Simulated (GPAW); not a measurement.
MgO2:

```
Mg O
1.0
     1.60476    0.92651    3.49398
    -1.60476    0.92651    3.49398
     0.00000   -1.85302    3.49398
Mg O
1 2
Direct
  0.00000 0.00000 0.00000
  0.57121 0.57121 0.57121
  0.42879 0.42879 0.42879
```

The cell comes from a database or a generator and needn't be the stable form of this composition.

Base run:

- Program: GPAW 26.7.0
- Functional: PBEsol
- Potentials or basis: PAW data sets generated in the run's folder for this functional
- Cutoff: 800 eV
- Basis: pw
- k mesh: 7 × 7 × 7
- Occupations: fermi-dirac, width 0.05 eV
- Spin: no spin polarisation

Its results: band gap on the k mesh 2.37 eV, indirect (least direct gap 2.38 eV); pressure -4.5 GPa; largest force 0.326 eV/Å.

**Question.** After a change of settings the same cell gave: band gap on the k mesh 2.32 eV, indirect (least direct gap 2.32 eV); pressure -9.9 GPa; largest force 0.423 eV/Å. Which change was it?
A. functional from PBEsol to LDA; potentials or basis from PAW data sets generated in the run's folder for this functional to the program's PAW data sets (release 1.2.1) made for this functional
B. k mesh from 7 × 7 × 7 to 10 × 10 × 10
C. functional from PBEsol to r2SCAN; potentials or basis from PAW data sets generated in the run's folder for this functional to GPAW PAW data sets (gpaw-data 1.2.1)

**Answer.** A.

Caveats: the mesh misses the band edges, which the band path finds closer together.

Not every run made on this cell is shown here.
